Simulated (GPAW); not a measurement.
The system is NaI.

```
I Na
1.0
     0.00000    3.23640    3.23640
     3.23640    0.00000    3.23640
     3.23640    3.23640    0.00000
I Na
1 1
Direct
  0.50000 0.50000 0.50000
  0.00000 0.00000 0.00000
```

Base run:

```yaml
Program: GPAW 26.7.0
Functional: PBEsol
Potentials_or_basis: PAW data sets generated in the run's folder for this functional
Cutoff: 800 eV
Basis: pw
k_mesh: 7 × 7 × 7
Occupations: fermi-dirac, width 0.05 eV
Spin: no spin polarisation
```

Its results: band gap on the k mesh 3.52 eV, direct; pressure -0.5 GPa.

Problem. After a change of settings the same cell gave: band gap on the k mesh 3.34 eV, direct; pressure -1.6 GPa. Which change was it?
A. functional from PBEsol to PBE; potentials or basis from PAW data sets generated in the run's folder for this functional to GPAW PAW data sets (gpaw-data 1.2.1)
B. functional from PBEsol to LDA; k mesh from 7 × 7 × 7 to 6 × 6 × 6
C. k mesh from 7 × 7 × 7 to 6 × 6 × 6; spin from no spin polarisation to spin-orbit coupling, no magnetisation
D. functional from PBEsol to r2SCAN; potentials or basis from PAW data sets generated in the run's folder for this functional to GPAW PAW data sets (gpaw-data 1.2.1)

Solution. B.

Caveats: spin-orbit coupling is left out, which moves the levels of the heavy elements; an odd mesh through Γ misses points on the zone boundary, where band edges often lie (some runs).

Not every run made on this cell is shown here.
